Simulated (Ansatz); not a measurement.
**Response to strain in InCuS2**

The reference is InCuS2 in the chalcopyrite structure (space group I-42d, No. 122; a = 5.577 Å, c = 11.234 Å). Axes: x, y, z lie along a, b, c of the conventional cell.

Strains are applied to the cell and any free atomic positions relax; under biaxial strain the out-of-plane vector relaxes too; under stress the whole cell relaxes.

Method: Kohn–Sham DFT with the PBE functional, run in Ansatz (a quantum-chemistry and plane-wave program) with PAW and 420 eV plane waves, no SOC.

Notes on the quantities. energy relative to the base: free energy F; pressure: mean of the normal stresses, compression positive.

```json
[
 {"change": "base", "energy relative to the base": "0 meV/atom", "space group": "I-42d (No. 122)", "volume per atom": "21.84 Å³", "pressure": "0.0 GPa"},
 {"change": "biaxial strain −3.59 %, plane normal [001], relaxed out of plane", "energy relative to the base": "+13 meV/atom", "space group": "I-42d (No. 122)", "volume per atom": "21.22 Å³", "pressure": "1.8 GPa"},
 {"change": "biaxial strain +0.99 %, plane normal [001], relaxed out of plane", "energy relative to the base": "+0.9 meV/atom", "space group": "I-42d (No. 122)", "volume per atom": "21.99 Å³", "pressure": "-0.4 GPa"},
 {"change": "biaxial strain +1.27 %, plane normal [001], relaxed out of plane", "energy relative to the base": "+1.5 meV/atom", "space group": "I-42d (No. 122)", "volume per atom": "22.03 Å³", "pressure": "-0.6 GPa"},
 {"change": "uniaxial strain ε_zz = −0.41 %", "energy relative to the base": "+0.1 meV/atom", "space group": "I-42d (No. 122)", "volume per atom": "21.75 Å³", "pressure": "0.3 GPa"},
 {"change": "uniaxial strain ε_zz = +1.18 %", "energy relative to the base": "+0.8 meV/atom", "space group": "I-42d (No. 122)", "volume per atom": "22.10 Å³", "pressure": "-0.8 GPa"},
 {"change": "uniaxial stress, 1 GPa tension along x", "energy relative to the base": "+1.5 meV/atom", "space group": "I2_12_12_1 (No. 24)", "volume per atom": "21.95 Å³", "pressure": "–"},
 {"change": "tensor shear ε_xy = −3.60 %", "energy relative to the base": "+13 meV/atom", "space group": "Fdd2 (No. 43)", "volume per atom": "21.81 Å³", "pressure": "0.0 GPa"}
]
```

The mesh was chosen for an insulator and is coarse for the gapless case. Beyond what the load breaks, stability against distortions was not tested. The final runs are not spin-polarised.
